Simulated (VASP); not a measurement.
**VASP inputs for CuI (rocksalt)**

INCAR

```
PREC = Accurate
NELM = 120
LWAVE = .FALSE.
ISMEAR = -1
IBRION = -1
ENCUT = 520
LCHARG = .FALSE.
LREAL = .FALSE.
NSW = 0
EDIFF = 1E-7
NBANDS = 16
ISIF = 2
LASPH = .TRUE.
GGA = PE
SIGMA = 0.02
```

KPOINTS

```
KPOINTS created by Atomic Simulation Environment
0
Gamma
8 8 8
0 0 0
```

KPOINTS_OPT

```
special points
6
Reciprocal
0.0000000000 0.0000000000 0.0000000000 1
0.5000000000 0.0000000000 0.5000000000 1
0.5000000000 0.2500000000 0.7500000000 1
0.3750000000 0.3750000000 0.7500000000 1
0.5000000000 0.5000000000 0.5000000000 1
0.6250000000 0.2500000000 0.6250000000 1
```

POSCAR

```
Cu I
 1.0000000000000000
    -0.0000000000000000    2.8561104274992553    2.8561104274992553
     2.8561104274992553   -0.0000000000000000    2.8561104274992553
     2.8561104274992553    2.8561104274992553   -0.0000000000000000
 Cu  I
   1   1
Cartesian
 -0.0000000000000000 -0.0000000000000000 -0.0000000000000000
  2.8561104274992553  2.8561104274992553  2.8561104274992553
```

VASP ran with the recommended PBE PAW datasets (18 valence electrons in the cell).

Problem. Estimate the main results of this run.

Solution. gap between bands v and c -0.47 eV (bands overlap: a metal); least direct gap 1.08 eV; pressure 0.7 GPa.

Band v is the last that the valence electrons fill when counted band by band, and c is the next. Levels in eV from the top of v:

```csv
point,v−1,v,c,c+1
Γ,-1.82,-1.82,0.91,7.33
X,-1.66,-1.55,-0.47,4.41
W,-1.65,-1.60,2.61,5.29
K,-1.58,-1.20,1.19,5.59
L,0.00,0.00,2.78,4.39
```
